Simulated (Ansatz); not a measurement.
An Ansatz (a quantum-chemistry and plane-wave program) input:

Ansatz 0.2 input:
```yaml
crystal:
  lattice:
    - [0.0, 3.0895853106, 3.0895853106]
    - [3.0895853106, 0.0, 3.0895853106]
    - [3.0895853106, 3.0895853106, 0.0]
  atoms:
    - { symbol: Te, position: [0.75, 0.75, 0.75] }
    - { symbol: Zn, position: [0.0, 0.0, 0.0] }
kpoints:
  mp_grid: { grid: [6, 6, 6] }
  band_path:
    path:
      - [[0.0, 0.0, 0.0], [0.5, 0.0, 0.5], [0.625, 0.25, 0.625]]  # Γ-X-U
      - [[0.375, 0.375, 0.75], [0.0, 0.0, 0.0], [0.5, 0.5, 0.5], [0.5, 0.25, 0.75], [0.5, 0.0, 0.5]]  # K-Γ-L-W-X
      - [VBM, CBM]
    npoints: 12
basis: { xc_grid: 2 }
hamiltonian:
  xc: pbe
  pseudopotentials: { kind: paw }
magnetization: { noncollinear: true, spin_orbit: true }
scf:
  n_extra_bands: 12
  convergence: { dr2_threshold: 0.0000000001 }
  occupations: { method: gaussian, width: 0.01 }
checkpoint: { write: soc.run }
output: { eigenvalues: true }
```

Task: How many symmetry operations and irreducible k-points will the run report?

Result: 24 operations, 16 of 216 k-points.

Task: With a cutoff of 420 eV, how many plane waves at Γ?

Result: 1139.

It took around 40 core-seconds (rough) on shared server cores.

Space group F-43m (zinc blende). Symmetry was held in the PBE relaxation; of distortions, only those at the zone centre were tested.

Potentials: the later of the program's two PAW sets.

Ansatz is a plane-wave DFT program.
